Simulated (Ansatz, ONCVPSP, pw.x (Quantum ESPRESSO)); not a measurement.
pw.x on fcc Zr: one setting changed

Potential: optimised norm-conserving Vanderbilt (ONCV), ONCVPSP 4.0.1.1 (patched build), PBE; core [Ar] 3d10, reference 4s2 4p6 4d2.5 5s1.5; waves: 4s+5s: rc 1.85 bohr, ncon 3, nbas 7, qcut 6.6 1/bohr, 2 projectors; 4p: rc 2.20 bohr, ncon 4, nbas 9, qcut 6.5 1/bohr, 2 projectors, debl 3.3 Ha; 4d: rc 2.65 bohr, ncon 4, nbas 9, qcut 4.8 1/bohr, 2 projectors, debl 2.6 Ha; local part: polynomial inside 1.75 bohr (lpopt 3, dvloc0 0 Ha); core correction: Teter function, fcfact 4.75, rcfact 1.65.

The reference run (k-mesh 13³, cutoffs 50/200 Ry, Fermi–Dirac 0.01 Ry, mixing_beta 0.4, conv_thr 1e-9, no spin) gives 0.60 GPa at 23.229 Å³/atom, where all-electron LAPW gives 0.31 GPa. This run, with its own iteration cap, changes k-mesh points per axis to 20.

```
&control
  calculation='scf', prefix='x', pseudo_dir='./', outdir='./tmp', tstress=.true., disk_io='none'
/
&system
  ibrav=0, nat=1, ntyp=1, ecutwfc=50, ecutrho=200, nbnd=14,
  occupations='smearing', smearing='fd', degauss=0.01
/
&electrons
  conv_thr=1e-09, mixing_beta=0.4, electron_maxstep=60
/
ATOMIC_SPECIES
Zr 1.0 Zr.UPF
CELL_PARAMETERS angstrom
  0.00000000 2.26464521 2.26464521
  2.26464521 0.00000000 2.26464521
  2.26464521 2.26464521 0.00000000
ATOMIC_POSITIONS crystal
Zr 0.0000 0.0000 0.0000
K_POINTS automatic
20 20 20 0 0 0
```

```bash
pw.x < Zr.scf.in > Zr.scf.out
```

Q: How does the run end?

A: It converges in 8 iterations; the free energy moves by -0.5 meV/atom and the pressure by -0.02 GPa. The result is that of the reference run.

```
Message from routine setup:
     using ibrav=0 with symmetry is DISCOURAGED, use correct ibrav instead
     lattice parameter (alat)  =       6.0522  a.u.
     unit-cell volume          =     156.7571 (a.u.)^3
     number of electrons       =        12.00
     number of Kohn-Sham states=           14
     kinetic-energy cutoff     =      50.0000  Ry
     charge density cutoff     =     200.0000  Ry
     scf convergence threshold =      1.0E-09
     Exchange-correlation= PBE
     number of k points=   256  Fermi-Dirac smearing, width (Ry)=  0.0100
     iteration #  1     ecut=    50.00 Ry     beta= 0.40
     total energy              =    -106.41827675 Ry
     estimated scf accuracy    <       0.03744355 Ry
     iteration #  2     ecut=    50.00 Ry     beta= 0.40
     total energy              =    -106.41836381 Ry
     estimated scf accuracy    <       0.00606133 Ry
     iteration #  3     ecut=    50.00 Ry     beta= 0.40
     total energy              =    -106.41905152 Ry
     estimated scf accuracy    <       0.00032485 Ry
     [... 2 iterations left out ...]
     iteration #  6     ecut=    50.00 Ry     beta= 0.40
     total energy              =    -106.41907172 Ry
     estimated scf accuracy    <       0.00000001 Ry
     iteration #  7     ecut=    50.00 Ry     beta= 0.40
     total energy              =    -106.41907172 Ry
     estimated scf accuracy    <          1.6E-09 Ry
     iteration #  8     ecut=    50.00 Ry     beta= 0.40
     the Fermi energy is    13.9886 ev
!    total energy              =    -106.41907172 Ry
     estimated scf accuracy    <          1.3E-10 Ry
     smearing contrib. (-TS)   =      -0.00670810 Ry
     The total energy is F=E-TS. E is the sum of the following terms:
     one-electron contribution =     -17.32501304 Ry
     hartree contribution      =      14.00701297 Ry
     xc contribution           =     -25.95789858 Ry
     ewald contribution        =     -77.13646497 Ry
     convergence has been achieved in   8 iterations
          total   stress  (Ry/bohr**3)                   (kbar)     P=        5.82
     Message from routine punch:
     Nothing written, as per user request (disk_io='none')
```

The run took about 43 s on one core of a shared host (AMD EPYC 7R43 64-Core Processor, 256 threads, 1004 GiB, load 85).
